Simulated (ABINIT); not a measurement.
The system is Au.

```
CELL_PARAMETERS angstrom
0.00000 2.03500 2.03500
2.03500 0.00000 2.03500
2.03500 2.03500 0.00000
ATOMIC_POSITIONS crystal
Au 0.00000 0.00000 0.00000
```

Program: ABINIT 10.8.3 (patched build). Alike in all runs: potentials or basis JTH PAW PBE v2.0; no spin polarisation; cell as given; smearing fermi-dirac 0.05 eV. Hardware: 1 thread of Arm Neoverse V1, with other jobs on the host.

Order these runs on this cell by their wall time, lowest first.
A. task band structure; level r2SCAN; k mesh 11 × 11 × 11; cutoff (eV) 816; fine-grid cutoff 1414.99 eV; mesh quality not flagged
B. task single point; level PBEsol; k mesh 14 × 14 × 14; cutoff (eV) 680; fine-grid cutoff 1278.94 eV; mesh quality not flagged
C. task single point; level PBEsol; k mesh 4 × 4 × 4; cutoff (eV) 680; fine-grid cutoff 1278.94 eV; mesh quality coarse

C (12 s), B (48 s), A (380 s).

Caveats: some runs use coarse meshes.

Runs at the PBE level aren't shown here.
